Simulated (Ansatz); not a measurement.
Molecular dynamics on a 2×2×2 supercell (24 atoms) of PbF2 (fluorite), relaxed with r2SCAN. Forces come from PBEsol in Ansatz: constant energy and volume (NVE), velocities drawn at 800 K, steps of 3 fs. Classical nuclei, no spin polarisation; a few dozen steps show the first response, not equilibrium.

```yaml
crystal:
  lattice:
    - [0.0, 5.9208777827, 5.9208777827]
    - [5.9208777827, 0.0, 5.9208777827]
    - [5.9208777827, 5.9208777827, 0.0]
  atoms:
    - { symbol: Pb, position: [0.0, 0.0, 0.0] }
    - { symbol: F, position: [0.125, 0.125, 0.125] }
    - { symbol: F, position: [0.375, 0.375, 0.375] }
    - { symbol: Pb, position: [0.0, 0.0, 0.5] }
    - { symbol: F, position: [0.125, 0.125, 0.625] }
    - { symbol: F, position: [0.375, 0.375, 0.875] }
    - { symbol: Pb, position: [0.0, 0.5, 0.0] }
    - { symbol: F, position: [0.125, 0.625, 0.125] }
    - { symbol: F, position: [0.375, 0.875, 0.375] }
    - { symbol: Pb, position: [0.0, 0.5, 0.5] }
    - { symbol: F, position: [0.125, 0.625, 0.625] }
    - { symbol: F, position: [0.375, 0.875, 0.875] }
    - { symbol: Pb, position: [0.5, 0.0, 0.0] }
    - { symbol: F, position: [0.625, 0.125, 0.125] }
    - { symbol: F, position: [0.875, 0.375, 0.375] }
    - { symbol: Pb, position: [0.5, 0.0, 0.5] }
    - { symbol: F, position: [0.625, 0.125, 0.625] }
    - { symbol: F, position: [0.875, 0.375, 0.875] }
    - { symbol: Pb, position: [0.5, 0.5, 0.0] }
    - { symbol: F, position: [0.625, 0.625, 0.125] }
    - { symbol: F, position: [0.875, 0.875, 0.375] }
    - { symbol: Pb, position: [0.5, 0.5, 0.5] }
    - { symbol: F, position: [0.625, 0.625, 0.625] }
    - { symbol: F, position: [0.875, 0.875, 0.875] }
kpoints:
  mp_grid: { grid: [2, 2, 2] }
hamiltonian:
  xc: pbesol
scf:
  occupations: { method: fermi_dirac, width: 0.069 }
md:
  ensemble: nve
  temperature: 800
  timestep: 3.0
  n_steps: 30
  initial_velocities: maxwell_boltzmann
  seed: 2980
```

Run as `ansatz run input.yaml --threads 4 --pin off --max-ram 3686MiB --backend cpu --events-out ev --progress --plain --runs-dir out`.

Task: What wall time did it need on 4 threads of Arm Neoverse N1, on a shared host, load about 0.9 per core, and how much host memory at the peak?

Result: About 4.9 min, with a peak of 1.7 GiB.

```
step  t (fs)  T (K)  free energy F from step 0 (meV/atom)  kinetic energy (meV/atom)  largest force (eV/Å)
   0       0    800                                   0.0                       99.1                  0.00
   1       3    793                                   0.8                       98.3                  0.15
   2       6    773                                   3.3                       95.8                  0.30
   3       9    741                                   7.4                       91.7                  0.46
   4      12    697                                  12.7                       86.4                  0.61
   5      15    646                                  19.1                       80.0                  0.75
   6      18    590                                  26.1                       73.1                  0.88
   7      21    534                                  33.1                       66.1                  1.04
   8      24    480                                  39.8                       59.5                  1.21
   9      27    433                                  45.6                       53.7                  1.38
  10      30    396                                  50.2                       49.1                  1.54
  11      33    370                                  53.4                       45.8                  1.66
  12      36    355                                  55.3                       43.9                  1.74
  13      39    349                                  56.1                       43.2                  1.78
  14      42    348                                  56.1                       43.2                  1.79
  15      45    351                                  55.7                       43.4                  1.77
  16      48    352                                  55.5                       43.6                  1.73
  17      51    350                                  55.8                       43.4                  1.71
  18      54    344                                  56.6                       42.6                  1.79
  19      57    332                                  58.0                       41.2                  1.86
  20      60    318                                  59.9                       39.3                  1.93
  21      63    302                                  61.8                       37.4                  1.98
  22      66    287                                  63.7                       35.5                  2.01
  23      69    276                                  65.1                       34.1                  2.03
  24      72    269                                  65.9                       33.4                  2.04
  25      75    270                                  65.8                       33.4                  2.03
  26      78    276                                  65.0                       34.2                  2.00
  27      81    289                                  63.5                       35.8                  1.96
  28      84    306                                  61.3                       37.9                  1.90
  29      87    327                                  58.8                       40.5                  1.83
  30      90    349                                  55.9                       43.2                  1.75
```

The temperature starts at 800 K, is lowest at step 24 (269 K, 72 fs) and ends at 349 K. The atoms start on their lattice sites with kinetic energy alone, so much of it first passes into potential energy. The conserved energy stays within 0.18 meV an atom. By the last step the atoms have moved 0.22 Å in the root mean square, the drift of the whole cell taken out, 0.37 Å at most.

Positions (Å) and forces (eV/Å) at step 30:
```
Pb  -0.073   0.005   0.098     0.042   0.503  -0.847
F    1.249   1.519   1.338     0.548   0.293   0.337
F    4.586   4.445   4.565    -0.617   0.128  -0.453
Pb   2.826   2.959  -0.062    -0.144  -0.199  -0.046
F    4.388   4.476   1.226    -0.189  -0.052   0.538
F    7.395   7.653   4.677    -0.391   0.051  -0.552
Pb   3.015  -0.111   2.943    -0.541   1.169   0.715
F    4.230   1.459   4.149     0.366   0.078   0.398
F    7.444   4.374   7.565     0.182   0.232  -0.120
Pb   5.960   2.760   2.798    -0.513   0.024   0.851
F    7.248   4.475   4.237     0.383   0.033   0.443
F   10.364   7.527   7.442    -0.225  -0.099   0.189
Pb  -0.003   2.985   3.026     0.453  -0.151   0.241
F    1.504   4.689   4.550     0.333  -0.174  -0.088
F    4.320   7.420   7.314    -0.140  -0.015  -0.325
Pb   3.213   5.727   2.934    -0.700   0.415   0.194
F    4.514   7.569   4.508    -0.168  -0.346  -0.081
F    7.222  10.237   7.406     0.041   0.500  -0.271
Pb   2.906   3.265   6.090    -0.037  -1.342  -1.124
F    4.328   4.725   7.328     0.498  -0.450   0.197
F    7.408   7.579  10.231     0.160  -0.335   0.029
Pb   5.912   5.967   5.910     0.514   0.353  -0.304
F    7.317   7.402   7.324     0.408  -0.141   0.327
F   10.430  10.563  10.293    -0.262  -0.475  -0.249
```
